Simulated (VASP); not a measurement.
Wanted: the native input for a VASP 6.6.1 run.

| Property | Result |
| --- | --- |
| Task | relaxation of cell and atoms |
| Functional | r2SCAN |
| Potentials or basis | VASP PAW PBE potentials, release 64 (In_d, P) |
| Cutoff | 600 eV |
| k mesh | 9 × 9 × 9 |
| Occupations | gaussian, width 0.02 eV |
| Spin | no spin polarisation |
| Further INCAR settings | ALGO = Normal; EDIFF = 1e-06; IBRION = 2; EDIFFG = -0.005; NSW = 80; ISIF = 3 |

The structure of InP lies in POSCAR:

```
InP
1.0
    0.0000000000      2.9519764000      2.9519764000
    2.9519764000      0.0000000000      2.9519764000
    2.9519764000      2.9519764000      0.0000000000
In P
1 1
Direct
    0.0000000000      0.0000000000      0.0000000000
    0.7500000000      0.7500000000      0.7500000000
```

The cell is a database's computed one.

The input as run:

INCAR

```
ALGO     = Normal         # electronic algorithm
EDIFF    = 1E-6           # SCF threshold, eV
EDIFFG   = -0.005         # ionic threshold
ENCUT    = 600            # plane-wave cutoff, eV
IBRION   = 2              # ionic algorithm
ISIF     = 3              # what is computed and relaxed
ISMEAR   = 0              # smearing method
KPAR     = 2            
LASPH    = T              # aspherical terms in the spheres
LCHARG   = F              # write CHGCAR
LMIXTAU  = T            
LREAL    = F              # projectors in reciprocal space
LWAVE    = F              # write WAVECAR
METAGGA  = R2SCAN         # meta-GGA
NELM     = 120            # most SCF steps
NSW      = 80             # ionic steps
PREC     = Accurate       # precision mode
SIGMA    = 0.02           # smearing width, eV
```

KPOINTS

```
k-points
0
Gamma
  9 9 9
```

Potentials or basis: VASP PAW PBE potentials, release 64 (In_d, P).

Launch:

```bash
$ cat potpaw_PBE.64/In_d/POTCAR potpaw_PBE.64/P/POTCAR > POTCAR
$ mpirun -np 2 vasp_std > vasp.out
```

It gave:

```json
{
 "Relaxed volume": "25.75 Å³/atom",
 "Relaxed cell": "a = 4.176 Å, b = 4.176 Å, c = 4.176 Å, α = 60.00°, β = 60.00°, γ = 60.00°",
 "Space group after relaxing (to 0.05 Å)": "F-43m (No. 216)",
 "Energy gained by relaxing": "0.0 meV/atom",
 "Ionic steps": "2",
 "Pressure after relaxing": "0.0 GPa",
 "Band gap on the k mesh": "1.04 eV, direct"
}
```

Caveat: the PAW data sets were made with another functional, which shifts forces and pressure a little; spin-orbit coupling is left out, which moves the levels of the heavy elements.

Run time: 100 s on 2 MPI ranks on Intel(R) Xeon(R) Platinum 8488C (Sapphire Rapids) (shared host), peak memory 0.24 GiB a rank.
